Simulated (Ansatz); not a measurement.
**Strain and the gap of CdI2 (CdI2 type)**

CdI2 (CdI2 type), relaxed with r2SCAN+rVV10 in the plane-wave code Ansatz. It is trigonal, P-3m1 (No. 164); conventional cell a = 4.247 Å, c = 6.895 Å, 35.90 Å³ an atom. Around Cd lie 6 I at 2.99 Å; around I lie 3 Cd at 2.99 Å.

The axes x, y and z are those of this cell:
```xyz
3
Lattice="4.2470 0.0000 0.0000 -2.1235 3.6780 0.0000 0.0000 0.0000 6.8950" Properties=species:S:1:pos:R:3 pbc="T T T"
Cd    0.0000    0.0000    0.0000
I     0.0000    2.4520    1.7196
I     2.1235    1.2260    5.1755
```

Unstrained: With PBE the valence top lies at k = (-0.120, 0.120, 0.214) and the conduction bottom at k = (0, 0.456, 0.359), 2.327 eV higher; the smallest vertical gap, at Γ, is 2.621 eV. r2SCAN gives an indirect gap of 2.777 eV, from k = (-0.120, 0.120, 0.214) to k = (0, 0.456, 0.359); the least direct gap is 3.145 eV at k = (0, 0.417, 1/4). The HSE06 gap is indirect, 3.284 eV (k = (-0.120, 0.120, 0.214) to k = (0, 0.456, 0.359)), below the direct gap of 3.654 eV at Γ. Meshes: PBE 12×12×4, r2SCAN 12×12×4, HSE06 6×6×4. Strains are changes of length per length. After each strain the atoms were relaxed again with r2SCAN+rVV10 within the symmetry that the strain leaves, so tilts or polar shifts that break it weren't tested; points keep the names that they have in the unstrained zone. Spin-unpolarised throughout; all numbers are computed.

Changes of the least gap in eV (an overlap counts as a negative gap):
```json
{"strain": "uniaxial -0.5 % along x", "volume change (%)": "-0.5", "space group": "C2/m", "PBE": "-0.028", "r2SCAN": "-0.029", "HSE06": "-0.030"}
{"strain": "isotropic +1.5 % on every length", "volume change (%)": "+4.6", "space group": "P-3m1", "PBE": "+0.072", "r2SCAN": "+0.067", "HSE06": "+0.072"}
{"strain": "epitaxial -2.5 % in the xy plane, free normal strain +1.92 %", "volume change (%)": "-3.1", "space group": "P-3m1", "PBE": "-0.155", "r2SCAN": "-0.153", "HSE06": "-0.156"}
{"strain": "uniaxial -3.0 % along z", "volume change (%)": "-3.0", "space group": "P-3m1", "PBE": "-0.032", "r2SCAN": "-0.031", "HSE06": "-0.034"}
{"strain": "epitaxial -3.0 % in the xy plane, free normal strain +2.28 %", "volume change (%)": "-3.8", "space group": "P-3m1", "PBE": "-0.182", "r2SCAN": "-0.179", "HSE06": "-0.181"}
```

Uniaxial -0.5 % along x, other directions held. HSE06: the gap goes from 3.284 to 3.254 eV (-0.030 eV); the edges go from (-0.120, 0.120, 0.214) → (0, 0.456, 0.359) to (0, -0.120, 0.214) → (0.456, 0, -0.359). Stress change with PBE, compression positive: xx +0.22, yy +0.09, zz +0.05 GPa.

Isotropic +1.5 % on every length. HSE06: the gap goes from 3.284 to 3.356 eV (+0.072 eV); the edges go from (-0.120, 0.120, 0.214) → (0, 0.456, 0.359) to (0, 0.141, -0.177) → (0, -0.461, -0.362). Stress change with PBE, compression positive: xx -0.97, yy -0.97, zz -0.53 GPa.

Epitaxial -2.5 % in the xy plane, free normal strain +1.92 %. HSE06: the gap goes from 3.284 to 3.128 eV (-0.156 eV); the edges go from (-0.120, 0.120, 0.214) → (0, 0.456, 0.359) to (-0.052, 0.052, 0.354) → (0, 0.466, 0.383). Stress change with PBE, compression positive: xx +1.48, yy +1.48, zz +0.11 GPa.

Uniaxial -3.0 % along z, other directions held. HSE06: the gap goes from 3.284 to 3.250 eV (-0.034 eV); the edges go from (-0.120, 0.120, 0.214) → (0, 0.456, 0.359) to Γ–K (0.23) → (0, 0.443, 0.346). Stress change with PBE, compression positive: xx +0.38, yy +0.38, zz +0.79 GPa.

Epitaxial -3.0 % in the xy plane, free normal strain +2.28 %. HSE06: the gap goes from 3.284 to 3.103 eV (-0.181 eV); the edges go from (-0.120, 0.120, 0.214) → (0, 0.456, 0.359) to A → L. Stress change with PBE, compression positive: xx +1.81, yy +1.81, zz +0.14 GPa.

Spin-orbit coupling is left out, which matters wherever the heavy atoms make up the band edges.

Where an edge lies off the special points, it is a point of the mesh or the k point where a search put PBE's edge or least direct gap, reused for the other functionals, whose own edges may lie a little apart.

Coordinates of k points refer to the reciprocal vectors of the primitive cell of the runs.

The meshes of the hybrids are coarse, so their gaps aren't converged to the digits shown.
